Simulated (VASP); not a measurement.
Write the native input for VASP 6.6.1 that does the following.

```
Task                   : relaxation of cell and atoms
Functional             : PBE
Dispersion             : D3(BJ)
Potentials or basis    : VASP PAW PBE potentials, release 64 (Sb)
Cutoff                 : 600 eV
k mesh                 : 10 × 10 × 10
Occupations            : methfessel-paxton, width 0.1 eV
Spin                   : no spin polarisation
Target pressure        : 6.4 GPa
Further INCAR settings : ALGO = Normal; EDIFF = 1e-06; IBRION = 2; EDIFFG = -0.01; NSW = 90; ISIF = 3
Target pressure        : 6.4 GPa
```

The structure of Sb lies in POSCAR:

```
Sb
1.0
    2.1542000000      1.2437279499      3.7580000000
   -2.1542000000      1.2437279499      3.7580000000
    0.0000000000     -2.4874558998      3.7580000000
Sb
2
Direct
    0.2334900000      0.2334900000      0.2334900000
    0.7665100000      0.7665100000      0.7665100000
```

These files were run (other wordings do the same):

INCAR

```
SYSTEM = Sb
  PREC = Accurate
  ENCUT = 600
  EDIFF = 1E-6
  ISMEAR = 1
  SIGMA = 0.1
  LREAL = .FALSE.
  LASPH = .TRUE.
  NELM = 80
  ALGO = Normal
  ISIF = 3
  LWAVE = .FALSE.
  LCHARG = .FALSE.
  GGA = PE
  IVDW = 12
  IBRION = 2
  NSW = 90
  EDIFFG = -0.01
  PSTRESS = 64.0
```

KPOINTS

```
Automatic mesh
0
G
  10 10 10
  0 0 0
```

Potentials or basis: VASP PAW PBE potentials, release 64 (Sb).

Run with:

```bash
$ cat potpaw_PBE.64/Sb/POTCAR > POTCAR
$ mpirun -np 1 vasp_std > vasp.out
```

It gave:

The relaxed volume is 26.31 Å³/atom. The relaxed cell is a = 4.197 Å, b = 4.197 Å, c = 4.197 Å, α = 60.28°, β = 60.28°, γ = 60.28°, the space group after relaxing (to 0.05 Å) is Pm-3m (No. 221) and the energy change on relaxing (the enthalpy is what falls) is +60.3 meV/atom. The ionic steps are 18 and the pressure after relaxing is 6.4 GPa. The band gap on the k mesh is none (metal or under the smearing width) and the dispersion energy per atom is -0.544 eV.

Caveat: the cell is relaxed towards a set pressure, so the enthalpy falls and the energy may rise; pairwise dispersion overbinds metals, which lowers pressure and volume.

It took 4.8 min on 1 thread of Intel(R) Xeon(R) Platinum 8559C (Emerald Rapids) (shared host), peak memory 0.27 GiB.
